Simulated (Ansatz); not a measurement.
input.yaml

```yaml
crystal:
  lattice:
    - [2.1249787777, -1.2229109735, -0.0392867053]
    - [2.112302903, 1.2009570279, 0.0098445923]
    - [-1.3976826109, 0.0771726009, 3.5510444845]
  atoms:
    - { symbol: C, position: [0.8472634084, 0.8394231921, 0.0159402261] }
    - { symbol: C, position: [0.1527365916, 0.1605768079, 0.9840597739] }
basis:
  ecutwfc: 420
kpoints:
  mp_grid: { grid: [16, 16, 10] }
hamiltonian:
  xc: pbesol
scf:
  occupations: { method: gaussian, width: 0.05 }
output:
  forces: true
  stress: true
  eigenvalues: true
```

Launched with
```bash
ansatz run input.yaml --threads 1 --pin off --max-ram 1331MiB --backend cpu --events-out ev --progress --plain --runs-dir out
```

These are results of DFT PBEsol, scalar-relativistic, plane waves, PAW in Ansatz 0.2.0, not measurements.

Part of what the program printed, abridged:

```
Pseudopotentials: kind: paw
Pseudopotential: C, paw, valence charge 4, recommended cutoff 420 eV (normal)
Functional definition: PBEsol
Crystal: 2 atoms, lattice volume = 18.178 Å³
Basis set: ecut = 420 eV, 355 PW (Γ), exchange–correlation on 36×36×54 points (8 copies of the dense FFT grid, shifted against one another)
Bands: 8, of which v1, the nominal top of the filled ones, is band 4 counted from 1 (3 counted from 0)
Symmetry: 2 space group operations
Space group: P-1 (ITA 2), of the structure as read, at distance tolerance 2.6e-5 Å
k-points: 1284 of 2560
Initial density: superposition of atomic densities (neutral atoms: chi_scale 0, normalization atom), corrected by the library's trained network
Initial wavefunctions: pseudopotential atomic-orbital guess
Functional: x = pbesol(κ = 0.804, μ = 0.12345679), c = pbesol(β = 0.046)
SCF iter   1: F=—  HF=-493.209601 eV  |F-HF|=—  |Δ(HF+E_count)|=         —  Δρ=3.41e-3  dr2=1.12e-3  ethr=1.77e-3  ⟨swp⟩=4.2  Hψ=66889  notcnv=0
SCF iter   2: F=—  HF=-493.210036 eV  |F-HF|=—  |Δ(HF+E_count)|=   4.35e-4  Δρ=1.41e-3  dr2=1.64e-4  ethr=1.40e-5  ⟨swp⟩=2.6  Hψ=25631  notcnv=0
SCF iter   3: F=—  HF=-493.210134 eV  |F-HF|=—  |Δ(HF+E_count)|=   9.80e-5  Δρ=2.73e-4  dr2=4.96e-6  ethr=2.05e-6  ⟨swp⟩=2.3  Hψ=15290  notcnv=0
SCF iter   4: F=—  HF=-493.210144 eV  |F-HF|=—  |Δ(HF+E_count)|=   9.70e-6  Δρ=5.59e-5  dr2=1.95e-7  ethr=6.20e-8  ⟨swp⟩=3.0  Hψ=15741  notcnv=0
SCF iter   5: F=-493.210144 eV  HF=-493.210144 eV  |F-HF|=1.27e-9  |Δ(HF+E_count)|=   3.20e-7  Δρ=4.52e-6  dr2=3.13e-9  ethr=2.44e-9  ⟨swp⟩=2.3  Hψ=14910  notcnv=0
SCF iter   6: F=-493.210144 eV  HF=-493.210144 eV  |F-HF|=1.12e-10  |Δ(HF+E_count)|=  5.53e-10  Δρ=1.42e-6  dr2=2.19e-10  ethr=3.91e-11  ⟨swp⟩=1.8  Hψ=32463  notcnv=0
SCF 1 converged in 6 iterations: F = -493.210144 eV  dr2 = 2.19e-10
SCF converged after 6 iterations
Free energy (F): -493.210144 eV
Harris-Foulkes:  -493.210144 eV  (|F-HF|=1.12e-10)
Internal energy: -493.210143 eV  (E = F + TS)
E sigma→0 (E₀):  -493.210144 eV
Entropy (-TS):   -0.000001 eV ( 0.000 meV/atom)
Fermi energy:    6.654986 eV
--- Per-component energies (eV) ---
  E_band       = -20.852523
  E_kinetic    = 183.031731
  E_local      = -337.058796  (includes V_loc(G=0)·N_el)
  E_nonlocal   = 55.288881
  E_hartree    = 105.364204
  E_xc         = -95.571589
  E_vxc        = -118.798905  (∫ρ·V_xc dr)
  E_paw        = -191.079571  (= ΣΔE_a)
  E_vpaw       = -14.043636  (= ΣTr[D̂ρ^β])
  E_aug_tail   = 0.000018  (compensation charges beyond the density's cutoff)
  E_ewald      = -213.227222
  E_core_change = 0.042201  (= ΣΔE_core)
  E_smearing   = -0.000001  (= −TS)
--- Forces (eV/Å), atoms counted from 1 ---
  atom   1  C     -2.21665855     0.94445579    -1.82027718
  atom   2  C      2.21665855    -0.94445579     1.82027718
--- Stress (GPa, compression-positive) ---
       13.446930       6.435486      -2.136458
        6.435487      11.800591       1.021314
       -2.136458       1.021313      -1.651305
  P = ⅓ Tr σ = 7.8654 GPa (78.654 kbar)
--- Band table (eV; the first three rows and the last of 1284) ---
  k-point 0: bands = ["-13.2436", "-0.4698", "3.0917", "4.4154", "9.8950", "14.3520", "15.9712", "18.5363"]
  k-point 1: bands = ["-13.2253", "-0.6446", "3.0910", "4.4145", "10.3050", "14.3498", "15.9704", "18.5336"]
  k-point 2: bands = ["-13.1764", "-1.0668", "3.0889", "4.4114", "11.4217", "14.3446", "15.9699", "18.5061"]
  k-point 1283: bands = ["-7.6766", "-7.1530", "0.6001", "4.7320", "7.8205", "14.7886", "18.1093", "18.7819"]
```

The run converged.

The cell holds layers, and where no dispersion correction was added their binding is poorly described.